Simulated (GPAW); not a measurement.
Crystal: Ti.

```
CELL_PARAMETERS angstrom
0.00000 2.03000 2.03000
2.03000 0.00000 2.03000
2.03000 2.03000 0.00000
ATOMIC_POSITIONS crystal
Ti 0.00000 0.00000 0.00000
```

This isn't the form of Ti at room conditions, which is hcp.

Base run:

| Item | Value |
| --- | --- |
| Program | GPAW 26.7.0 |
| Functional | r2SCAN |
| Potentials or basis | GPAW PAW data sets (gpaw-data 1.2.1) |
| Cutoff | 450 eV |
| Basis | pw |
| k mesh | 9 × 9 × 9 |
| Occupations | fermi-dirac, width 0.05 eV |
| Spin | no spin polarisation |

Its results: band gap on the k mesh none (metal or under the smearing width); pressure 4.6 GPa.

Q: The run is repeated on the same cell with these changes: functional from r2SCAN to LDA; potentials or basis from GPAW PAW data sets (gpaw-data 1.2.1) to the program's PAW data sets (release 1.2.1) made for this functional; cutoff from 450 eV to 500 eV. What comes out?

A: Band gap on the k mesh none (metal or under the smearing width); pressure -4.6 GPa.

Caveats: the cutoff is short for stress and forces, so pressures can be off by a GPa or more; the PAW data sets were made with another functional, which shifts forces and pressure a little (some runs).
